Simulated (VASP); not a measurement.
Set up this calculation in VASP 6.6.1, as the native input.

- Task: single point
- Functional: r2SCAN
- Potentials or basis: VASP PAW PBE potentials, release 64 (Zr_sv, B)
- Cutoff: 520 eV
- k mesh: 12 × 12 × 12
- Occupations: fermi-dirac, width 0.05 eV
- Spin: no spin polarisation
- Dipole correction: no
- Further INCAR settings: ALGO = Normal; EDIFF = 1e-06; NBANDS = 14

ZrB:

```
CELL_PARAMETERS angstrom
0.00000 2.45568 2.45568
2.45568 0.00000 2.45568
2.45568 2.45568 0.00000
ATOMIC_POSITIONS crystal
Zr 0.00000 0.00000 0.00000
B 0.50000 0.50000 0.50000
```

The cell isn't the ideal one: cell and atoms relaxed from 1.08 times the given volume.

These files were run (other wordings do the same):

POSCAR

```
ZrB
1.0
    0.0000000000      2.4556841798      2.4556841798
    2.4556841798      0.0000000000      2.4556841798
    2.4556841798      2.4556841798      0.0000000000
Zr B
1 1
Direct
    0.0000000000      0.0000000000      0.0000000000
    0.5000000000      0.5000000000      0.5000000000
```

INCAR.step1

```
ALGO     = Normal         # electronic algorithm
EDIFF    = 1E-4           # SCF threshold, eV
ENCUT    = 520            # plane-wave cutoff, eV
GGA      = PE             # functional
ISMEAR   = -1             # smearing method
LASPH    = T              # aspherical terms in the spheres
LCHARG   = F              # write CHGCAR
LREAL    = F              # projectors in reciprocal space
LWAVE    = T              # write WAVECAR
NBANDS   = 14             # bands
NELM     = 100            # most SCF steps
PREC     = Accurate       # precision mode
SIGMA    = 0.05           # smearing width, eV
```

INCAR.step2

```
ALGO     = Normal         # electronic algorithm
EDIFF    = 1E-6           # SCF threshold, eV
ENCUT    = 520            # plane-wave cutoff, eV
ISIF     = 2              # what is computed and relaxed
ISMEAR   = -1             # smearing method
ISTART   = 1            
LASPH    = T              # aspherical terms in the spheres
LCHARG   = T              # write CHGCAR
LELF     = T              # ELF
LMIXTAU  = T            
LREAL    = F              # projectors in reciprocal space
LVHAR    = T            
LWAVE    = F              # write WAVECAR
METAGGA  = R2SCAN         # meta-GGA
NBANDS   = 14             # bands
NELM     = 100            # most SCF steps
PREC     = Accurate       # precision mode
SIGMA    = 0.05           # smearing width, eV
```

KPOINTS

```
k-points
0
Gamma
  12 12 12
```

Potentials or basis: VASP PAW PBE potentials, release 64 (Zr_sv, B).

Run with:

```console
$ cat potpaw_PBE.64/Zr_sv/POTCAR potpaw_PBE.64/B/POTCAR > POTCAR
$ cp INCAR.step1 INCAR
$ mpirun -np 1 vasp_std > vasp.out
$ cp INCAR.step2 INCAR
$ mpirun -np 1 vasp_std > vasp.out
```

Results of the run:

The pressure is 0.1 GPa and the band gap on the k mesh is none (metal or under the smearing width).

Caveat: the PAW data sets were made with another functional, which shifts forces and pressure a little.

It took 110 s on 1 thread of Intel(R) Xeon(R) Platinum 8488C (Sapphire Rapids), with other jobs on the host, peak memory 0.18 GiB.
